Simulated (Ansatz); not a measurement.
**ZnS: a vibration from a frozen displacement**

Computed with DFT PBE, scalar-relativistic, plane waves, PAW (Ansatz). Settings: plane waves to 420 eV, k-mesh 8×8×8 (Γ-centred), Gaussian smearing 0.05 eV. No spin polarisation. Energies are free energies at this smearing, counted from the undisturbed cell; pressure is positive in compression.

The starting cell (relaxed at this level):

```
Zn S
1.0
     0.00000    2.72156    2.72156
     2.72156    0.00000    2.72156
     2.72156    2.72156    0.00000
Zn S
1 1
Direct
  0.00000 0.00000 0.00000
  0.75000 0.75000 0.75000
```

Every S atom is moved by x along the Cartesian unit vector (0.577, -0.577, -0.577); the cell and all other atoms stay fixed. The cell's volume is 40.32 Å³; the moved atoms weigh 32.060 u together and the others 65.380 u.

```csv
x (Å),ΔE (meV/cell),total force on the moved atoms along the move (eV/Å),pressure (GPa)
-0.5000,306.85,0.7247,3.4164
-0.3750,211.05,0.7917,2.4332
-0.2500,114.02,0.7359,1.3486
-0.1250,34.54,0.4997,0.4240
0.0000,0.00,0.0000,0.0184
0.1250,50.76,-0.8917,0.6012
0.2500,247.75,-2.3835,2.7828
0.3750,685.73,-4.8210,7.3690
0.4375,1039.25,-6.5620,10.8894
0.5000,1515.93,-8.7815,15.4485
```

Q: What frequency belongs to this motion?

A: The force constant is k = −dF/dx = 5.565 eV/Å², from the parabola through x = -0.1250, 0 and 0.1250. In every cell the moved atoms swing against the rest, so the mass is μ = m₁m₂/(m₁ + m₂) = 21.512 u, and ν̃ = 521.5 cm⁻¹ × √(|k|/μ) = 265 cm⁻¹. To first order in x, and within 1 %, the force on every atom lies along the move and, within each of the two groups, in proportion to the atom's mass, so this is itself a mode at the zone centre of this cell, taken without macroscopic field (the transverse frequency in a polar insulator).

Q: How far does the harmonic law reach?

A: At x = -0.500 Å, kx²/2 = 695.68 meV against the computed 306.85 meV (-55.9 %): the well softens in this direction at large amplitude.

The softening belongs to only one sense of the motion. At positive x the well is much steeper than a parabola, reaching 1515.93 meV at 0.5000 Å against 306.85 meV on the opposite side. In the zincblende structure, positive x drives S straight at one Zn neighbour, so short-range repulsion rises sharply. Negative x stretches that bond and moves S towards the open face formed by the other three neighbours. The tetrahedral site has no inversion centre, so a cubic term is allowed along this axis; along a cube axis it would vanish by symmetry.

On the soft side the restoring force peaks near -0.3750 Å and then weakens, but it never changes sign, so the scan shows no second minimum. The pressure rises for both senses of displacement, which implies that the mode softens as the cell expands, i.e. a positive Grüneisen parameter. The static curve alone doesn't give the temperature shift or linewidth of the phonon, which also depend on its coupling to other modes.
